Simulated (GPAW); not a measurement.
# TaN (F-43m) in GPAW: convergence with k mesh

Aim: find how far k mesh must go before the results for TaN settle, at r2SCAN. This setting moves, with any that are tied to it; all else stays.

All numbers are computed with GPAW 26.7.0; they aren't measurements. Logs are shortened: lines on timing, memory, paths and dates and some standing lists are left out, and cuts for length are marked. The log counts tension as positive stress, the text compression.

**1. The structure**

It takes space group F-43m (No. 216, cubic). The conventional cell has a = 4.982 Å, b = 4.982 Å, c = 4.982 Å, α = 90.00°, β = 90.00°, γ = 90.00°. Ta (site symmetry -43m) has 4 N at 2.16 Å as nearest neighbours. N (site symmetry -43m) is surrounded by 4 Ta at 2.16 Å.

The cell comes from a database or a generator and needn't be the stable form of this composition.

**2. With k mesh 2 × 2 × 2**

run.py reads:

```python
from ase import Atoms
from ase.dft.bandgap import bandgap
from ase.io import write
from ase.units import GPa
from gpaw import GPAW, PW

atoms = Atoms(['Ta', 'N'],
              cell=[[0.0, 2.49114377, 2.49114377],
                    [2.49114377, 0.0, 2.49114377],
                    [2.49114377, 2.49114377, 0.0]],
              scaled_positions=[[0.0, 0.0, 0.0],
                                [0.25, 0.25, 0.25]],
              pbc=True)

calc = GPAW(mode=PW(800),
            xc='MGGA_X_R2SCAN+MGGA_C_R2SCAN',
            kpts={'size': (2, 2, 2), 'gamma': True},
            occupations={'name': 'fermi-dirac', 'width': 0.05},
            nbands=19,
            convergence={'density': 1e-05, 'energy': 1e-05},
            maxiter=100,
            txt='gpaw.txt')
atoms.calc = calc
energy = atoms.get_potential_energy()
forces = atoms.get_forces()
stress = atoms.get_stress()
calc.write('gs.gpw')
write('result.traj', atoms)
print(f'Energy: {energy:.6f} eV')
print('Forces (eV/A):')
print(forces.round(4))
print('Stress (GPa):', (stress / GPa).round(3))
print('Fermi level:', round(calc.get_fermi_level(), 4), 'eV')
print(f'Gap: {bandgap(calc)[0]:.4f} eV, direct: {bandgap(calc, direct=True)[0]:.4f} eV')
```

Potentials or basis: GPAW PAW data sets (gpaw-data 1.2.1), pw.

Command:

```bash
OMP_NUM_THREADS=1 python run.py
```

gpaw.txt:

```text
__  _  _
 | _ |_)|_||  |
 |__||  | ||/\| - 26.7.0

Input parameters:
  mode=PW(ecut=800.0),
  convergence={'density': 1e-05, 'energy': 1e-05},
  kpts=MonkhorstPack(size=(2, 2, 2), gamma=True),
  maxiter=100,
  nbands=19,
  occupations=Occupations(name='fermi-dirac', width=0.05),
  xc=XC(name='MGGA_X_R2SCAN+MGGA_C_R2SCAN')

Diagonalizing LCAO Hamiltonian
Converting LCAO to pw mode

           N

       Ta

Atoms  # Å, Bohr magnetons
|   | symbol |        x |        y |        z |    initial magnetic moments |
|---|--------|----------|----------|----------|-----------------------------|
| 0 |     Ta | 0.000000 | 0.000000 | 0.000000 | ( 0.0000,  0.0000,  0.0000) |
| 1 |      N | 1.245572 | 1.245572 | 1.245572 | ( 0.0000,  0.0000,  0.0000) |

Unit cell  # Å
| periodic |        x |        y |        z |  lengths |    angles |
|----------|----------|----------|----------|----------|-----------|
|      yes | 0.000000 | 2.491144 | 2.491144 | 3.523009 | 60.000000 |
|      yes | 2.491144 | 0.000000 | 2.491144 | 3.523009 | 60.000000 |
|      yes | 2.491144 | 2.491144 | 0.000000 | 3.523009 | 60.000000 |

Number of symmetries: 24
Symmetry operations  # r_c * U_cc + t_c -> r_c
|    | kind |            matrix            |
|----|------|------------------------------|
|  0 |  E   |  1, 0, 0,  0, 1, 0,  0, 0, 1 |
|  1 |  σ   |  1, 0, 0,  0, 0, 1,  0, 1, 0 |
|  2 |  σ   |  1, 0,-1,  0, 1,-1,  0, 0,-1 |
|  3 |  C3  |  1, 0,-1,  0, 0,-1,  0, 1,-1 |
|  4 |  C3  |  1,-1, 0,  0,-1, 1,  0,-1, 0 |
|  5 |  σ   |  1,-1, 0,  0,-1, 0,  0,-1, 1 |
|  6 |  σ   |  0, 1, 0,  1, 0, 0,  0, 0, 1 |
|  7 |  C3  |  0, 1, 0,  0, 0, 1,  1, 0, 0 |
|  8 |  C2  |  0, 1,-1,  1, 0,-1,  0, 0,-1 |
|  9 |  S4  |  0, 1,-1,  0, 0,-1,  1, 0,-1 |
| 10 |  C3  |  0, 0, 1,  1, 0, 0,  0, 1, 0 |
| 11 |  σ   |  0, 0, 1,  0, 1, 0,  1, 0, 0 |
| 12 |  S4  |  0, 0,-1,  1, 0,-1,  0, 1,-1 |
| 13 |  C3  |  0, 0,-1,  0, 1,-1,  1, 0,-1 |
| 14 |  S4  |  0,-1, 1,  1,-1, 0,  0,-1, 0 |
| 15 |  C2  |  0,-1, 1,  0,-1, 0,  1,-1, 0 |
| 16 |  C3  |  0,-1, 0,  1,-1, 0,  0,-1, 1 |
| 17 |  S4  |  0,-1, 0,  0,-1, 1,  1,-1, 0 |
| 18 |  S4  | -1, 1, 0, -1, 0, 1, -1, 0, 0 |
| 19 |  C3  | -1, 1, 0, -1, 0, 0, -1, 0, 1 |
| 20 |  C3  | -1, 0, 1, -1, 1, 0, -1, 0, 0 |
| 21 |  S4  | -1, 0, 1, -1, 0, 0, -1, 1, 0 |
| 22 |  σ   | -1, 0, 0, -1, 1, 0, -1, 0, 1 |
| 23 |  C2  | -1, 0, 0, -1, 0, 1, -1, 1, 0 |

BZ-sampling:
  Number of BZ points: 8
  Number of IBZ points: 3

  Monkhorst-Pack size: [2, 2, 2]
  Monkhorst-Pack shift: [0.25, 0.25, 0.25]

K-points  # in reciprocal-cell coordinates
|   |                                coordinates |     weight |
|---|--------------------------------------------|------------|
| 0 | (  0.00000000,   0.00000000,   0.00000000) | 0.12500000 |
| 1 | (  0.50000000,   0.50000000,   0.00000000) | 0.37500000 |
| 2 | (  0.50000000,   0.50000000,   0.50000000) | 0.50000000 |

Plane wave coefficients: 1639
Cutoff: 800.0 eV

Spin-components: 1 (collinear spins)
Bands:           19
Projectors:      11
Spin-degeneracy: 2
Datatype:        complex128

Parallelization:
  kpt:    1
  domain: 1
  band:   1

Density:
  Valence electrons: 18.0
  Components: 1
  Grid points: [24 24 24]
  Charge: 0.0  # |e|

Potential:
  Grid points: [24 24 24]

species:
  Ta:
    name:    Tantalum
    Z:       73.0
    valence: 13
    core:    60
    charge:  0.0  # [|e|]
    compensation charges:
      type: gauss
      rc: 0.42  # [Å]
      lmax: 2
    cutoffs:
      filter: 2.36  # [Å]
      core: 3.45  # [Å]
    projectors
    | kind |    occ | energy [eV] | rcut [Å] |
    |------|--------|-------------|----------|
    |   5s |  2.000 |     -72.790 |    1.365 |
    |   6s |  2.000 |      -5.429 |    1.365 |
    |   5p |  6.000 |     -39.427 |    1.349 |
    |   6p |  0.000 |      -1.396 |    1.349 |
    |   5d |  3.000 |      -3.603 |    1.307 |
    |    d |        |      23.609 |    1.307 |

    Using partial waves for Ta as LCAO basis

  N:
    name:    Nitrogen
    Z:       7.0
    valence: 5
    core:    2
    charge:  0.0  # [|e|]
    compensation charges:
      type: gauss
      rc: 0.18  # [Å]
      lmax: 2
    cutoffs:
      filter: 1.11  # [Å]
      core: 0.96  # [Å]
    projectors
    | kind |    occ | energy [eV] | rcut [Å] |
    |------|--------|-------------|----------|
    |   2s |  2.000 |     -18.583 |    0.603 |
    |   2p |  3.000 |      -7.089 |    0.529 |
    |    s |        |       8.629 |    0.603 |
    |    p |        |      20.123 |    0.529 |
    |    d |        |       0.000 |    0.577 |

    Using partial waves for N as LCAO basis

Reference energy: -425654.162905  # eV

eigensolver:
  PPCG
  Converge bands: occupied
  niter=2

density mixing:
  MSR1-Mixer
  Pratt-step length: 0.05
  Maximum mixing coefficient: 0.75
  Old densities: 10
  SVD Regularization: 0.005
  Good broyden scale: 1.0
  Trust region scale: 1.0
  Backstep threshold: 4.0
  History deletion threshold: 6.0
  Fourier metric: weight=20.0, sigma=0.015

occupation numbers:
  Fermi-Dirac:
    width: 0.0500  # eV

poisson solver:
  ecut: 6400.0  # eV

xc functional:
  name: MGGA_X_R2SCAN+MGGA_C_R2SCAN with 2 nearest neighbor stencil

convergence criteria:
- Maximum integral of absolute [dens]ity change: 1e-05 electrons / valence electron
- Maximum [total energy] change in last 3 cyles: 1e-05 eV / valence electron
- Maximum integral of absolute [eigenst]ate change: 4e-08 eV^2 / valence electron
maximum number of iterations: 100

SCF iterations
|iter     | |      energy | eigst |  dens |
|---------|-|-------------|-------|-------|
|iter:   1| |  -39.265845 | +0.03 |       |
|iter:   2| |  -33.937404 | -1.47 | -0.81 |
|iter:   3| |  -32.553219 | -1.14 | -0.86 |
|iter:   4| |  -32.680096 | -2.19 | -1.45 |
|iter:   5| |  -32.707382 | -2.42 | -1.64 |
|iter:   6| |  -32.707075 | -4.21 | -2.41 |
|iter:   7| |  -32.707345 | -5.25 | -2.91 |
|iter:   8| |  -32.707469 | -6.04 | -3.44 |
|iter:   9| |  -32.707499c| -7.03 | -4.08 |
|iter:  10| |  -32.707507c| -8.39c| -4.78 |
|iter:  11| |  -32.707508c| -9.20c| -5.77c|

Converged in 11 steps
Energy contributions relative to reference atoms: (reference = -425654.162905)

Energy contributions:
  Kinetic:           7.762436
  Coulomb:         -11.212627
  Zero:             -0.131101
  External:          0.000000
  Xc:              -29.118878
  Entropy:          -0.014676
  Spinorbit:         0.000000
  ----------------------------
  Free energy:     -32.714846
  Extrapolated:    -32.707508

dipole moment: (-18.992402, -18.992402, -18.992402)  # |e|*Ang

Fermi level: 10.051
Eigenvalues  # (at kpt = [0.000, 0.000, 0.000])
| band index |      eig [eV] | occ [0-2] |
|------------|---------------|-----------|
|          0 |       -62.036 |     2.000 |
|          1 |       -27.861 |     2.000 |
|          2 |       -27.861 |     2.000 |
|          3 |       -27.861 |     2.000 |
|          4 |        -7.688 |     2.000 |
|          5 |         3.377 |     2.000 |
[... 9 lines left out ...]
|         15 |        22.388 |     0.000 |
|         16 |        22.388 |     0.000 |
|        ... |               |           |
|         18 |        29.183 |     0.000 |

Gap: 0.288 eV
Transition (v -> c):
  (s=0, k=2, n=8, [0.50, 0.50, 0.50]) -> (s=0, k=0, n=9, [0.00, 0.00, 0.00])
Direct/indirect transitions are different
Direct gap: 0.803 eV
Transition at: (s=0, k=2, n=8, [0.50, 0.50, 0.50])

Forces  # eV/Ang
|        x |        y |        z |
|----------|----------|----------|
| -0.00000 | -0.00000 | -0.00000 |  # Ta   0
|  0.00000 |  0.00000 |  0.00000 |  # N    1

Stress tensor  # eV/Ang^3
|         x |         y |         z |
|-----------|-----------|-----------|
|  0.103839 |  0.000000 | -0.000000 |
|  0.000000 |  0.103839 | -0.000000 |
| -0.000000 | -0.000000 |  0.103839 |

# Writing to gs.gpw (mode='')
```

Wall time 11 s (1 thread of Arm Neoverse V1, shared host); peak memory 0.27 GiB.

Results:

| Item | Value |
| --- | --- |
| Free energy | -32.7148 eV |
| Pressure | -16.6 GPa |
| Band gap on the k mesh | 0.29 eV, indirect (least direct gap 0.80 eV) |

**3. With k mesh 3 × 3 × 3**

Changes to run.py since step 2:

```diff
@@ -16,3 +16,3 @@
             xc='MGGA_X_R2SCAN+MGGA_C_R2SCAN',
-            kpts={'size': (2, 2, 2), 'gamma': True},
+            kpts={'size': (3, 3, 3), 'gamma': True},
             occupations={'name': 'fermi-dirac', 'width': 0.05},
```

Potentials or basis: GPAW PAW data sets (gpaw-data 1.2.1), pw.

Command:

```bash
OMP_NUM_THREADS=1 python run.py
```

Run time: 13 s. Hardware: 1 thread of Arm Neoverse V1, shared host; peak memory 0.27 GiB.

What came out:

```
Free energy            : -33.7042 eV
Pressure               : -29.1 GPa
Band gap on the k mesh : none (metal or under the smearing width)
```

**4. With k mesh 4 × 4 × 4**

Changes to run.py since step 3:

```diff
@@ -16,3 +16,3 @@
             xc='MGGA_X_R2SCAN+MGGA_C_R2SCAN',
-            kpts={'size': (3, 3, 3), 'gamma': True},
+            kpts={'size': (4, 4, 4), 'gamma': True},
             occupations={'name': 'fermi-dirac', 'width': 0.05},
```

Command:

```bash
OMP_NUM_THREADS=1 python run.py
```

Run time: 20 s. Hardware: 1 thread of Arm Neoverse V1, shared host; peak memory 0.28 GiB.

Results:

```
Free energy            : -33.5285 eV
Pressure               : -29.1 GPa
Band gap on the k mesh : none (metal or under the smearing width)
```

**5. With k mesh 5 × 5 × 5**

Changes to run.py since step 4:

```diff
@@ -16,3 +16,3 @@
             xc='MGGA_X_R2SCAN+MGGA_C_R2SCAN',
-            kpts={'size': (4, 4, 4), 'gamma': True},
+            kpts={'size': (5, 5, 5), 'gamma': True},
             occupations={'name': 'fermi-dirac', 'width': 0.05},
```

Command:

```bash
OMP_NUM_THREADS=1 python run.py
```

Run time: 24 s. Hardware: 1 thread of Arm Neoverse V1, shared host; peak memory 0.28 GiB.

It converged, with:

* Free energy: -33.6341 eV
* Pressure: -29.9 GPa
* Band gap on the k mesh: none (metal or under the smearing width)

**6. With k mesh 6 × 6 × 6**

Changes to run.py since step 5:

```diff
@@ -16,3 +16,3 @@
             xc='MGGA_X_R2SCAN+MGGA_C_R2SCAN',
-            kpts={'size': (5, 5, 5), 'gamma': True},
+            kpts={'size': (6, 6, 6), 'gamma': True},
             occupations={'name': 'fermi-dirac', 'width': 0.05},
```

Potentials or basis: GPAW PAW data sets (gpaw-data 1.2.1), pw.

Command:

```bash
OMP_NUM_THREADS=1 python run.py
```

Run time: 35 s. Hardware: 1 thread of Arm Neoverse V1, shared host; peak memory 0.28 GiB.

It converged, with:

```
Free energy            : -33.5471 eV
Pressure               : -29.0 GPa
Band gap on the k mesh : none (metal or under the smearing width)
```

**7. With k mesh 7 × 7 × 7**

Changes to run.py since step 6:

```diff
@@ -16,3 +16,3 @@
             xc='MGGA_X_R2SCAN+MGGA_C_R2SCAN',
-            kpts={'size': (6, 6, 6), 'gamma': True},
+            kpts={'size': (7, 7, 7), 'gamma': True},
             occupations={'name': 'fermi-dirac', 'width': 0.05},
```

Command:

```bash
OMP_NUM_THREADS=1 python run.py
```

Run time: 45 s. Hardware: 1 thread of Arm Neoverse V1, shared host; peak memory 0.28 GiB.

It converged, with:

| Item | Value |
| --- | --- |
| Free energy | -33.5965 eV |
| Pressure | -29.5 GPa |
| Band gap on the k mesh | none (metal or under the smearing width) |

**8. With k mesh 8 × 8 × 8**

Changes to run.py since step 7:

```diff
@@ -16,3 +16,3 @@
             xc='MGGA_X_R2SCAN+MGGA_C_R2SCAN',
-            kpts={'size': (7, 7, 7), 'gamma': True},
+            kpts={'size': (8, 8, 8), 'gamma': True},
             occupations={'name': 'fermi-dirac', 'width': 0.05},
```

Command:

```bash
OMP_NUM_THREADS=1 python run.py
```

Wall time 63 s (1 thread of Arm Neoverse V1, shared host); peak memory 0.29 GiB.

It converged, with:

```
Free energy            : -33.5838 eV
Pressure               : -29.5 GPa
Band gap on the k mesh : none (metal or under the smearing width)
```

**9. With k mesh 10 × 10 × 10**

Changes to run.py since step 8:

```diff
@@ -16,3 +16,3 @@
             xc='MGGA_X_R2SCAN+MGGA_C_R2SCAN',
-            kpts={'size': (8, 8, 8), 'gamma': True},
+            kpts={'size': (10, 10, 10), 'gamma': True},
             occupations={'name': 'fermi-dirac', 'width': 0.05},
```

Potentials or basis: GPAW PAW data sets (gpaw-data 1.2.1), pw.

Command:

```bash
OMP_NUM_THREADS=1 python run.py
```

It took 1.7 min on 1 thread of Arm Neoverse V1, shared host; peak memory 0.3 GiB.

Results (log left out):

```
Free energy            : -33.5815 eV
Pressure               : -29.5 GPa
Band gap on the k mesh : none (metal or under the smearing width)
```

**10. With k mesh 12 × 12 × 12**

Changes to run.py since step 9:

```diff
@@ -16,3 +16,3 @@
             xc='MGGA_X_R2SCAN+MGGA_C_R2SCAN',
-            kpts={'size': (10, 10, 10), 'gamma': True},
+            kpts={'size': (12, 12, 12), 'gamma': True},
             occupations={'name': 'fermi-dirac', 'width': 0.05},
```

Command:

```bash
OMP_NUM_THREADS=1 python run.py
```

It took 2.6 min on 1 thread of Arm Neoverse V1, shared host; peak memory 0.32 GiB.

It converged, with:

- Free energy: -33.5834 eV
- Pressure: -29.4 GPa
- Band gap on the k mesh: none (metal or under the smearing width)

**11. The series at a glance**

| k mesh | energy less the tightest run, at zero smearing (meV/atom) | pressure (GPa) | gap on the mesh (eV) | SCF cycles | CPU time (s) | peak memory (GiB) |
| --- | --- | --- | --- | --- | --- | --- |
| 2 × 2 × 2 | 434.34 | -16.64 | 0.288 | 11 | 11 | 0.27 |
| 3 × 3 × 3 | -48.43 | -29.06 | 0.000 | 11 | 13 | 0.27 |
| 4 × 4 × 4 | 28.56 | -29.09 | 0.000 | 10 | 20 | 0.28 |
| 5 × 5 × 5 | -25.22 | -29.87 | 0.000 | 10 | 24 | 0.28 |
| 6 × 6 × 6 | 19.13 | -29.05 | 0.000 | 10 | 35 | 0.28 |
| 7 × 7 × 7 | -7.16 | -29.47 | 0.000 | 10 | 45 | 0.28 |
| 8 × 8 × 8 | -1.21 | -29.48 | 0.000 | 10 | 63 | 0.29 |
| 10 × 10 × 10 | 0.70 | -29.50 | 0.000 | 10 | 100 | 0.3 |
| 12 × 12 × 12 | 0.00 | -29.42 | 0.000 | 10 | 150 | 0.32 |

Against the tightest run, the energy stays within 1 meV/atom from 10 × 10 × 10 on; the pressure stays within 0.1 GPa from 7 × 7 × 7 on; the gap on the mesh stays within 0.01 eV from 3 × 3 × 3 on. Meshes of other sizes hit other points, so gaps and Fermi surfaces needn't settle smoothly. The tightest run that finished is the yardstick and may itself not be fully converged.

Caveats: a pressure of tens of GPa on the cell as given is suspect, and the run, the potentials or the cell itself is likely at fault; the PAW data sets were made with another functional, which shifts forces and pressure a little.
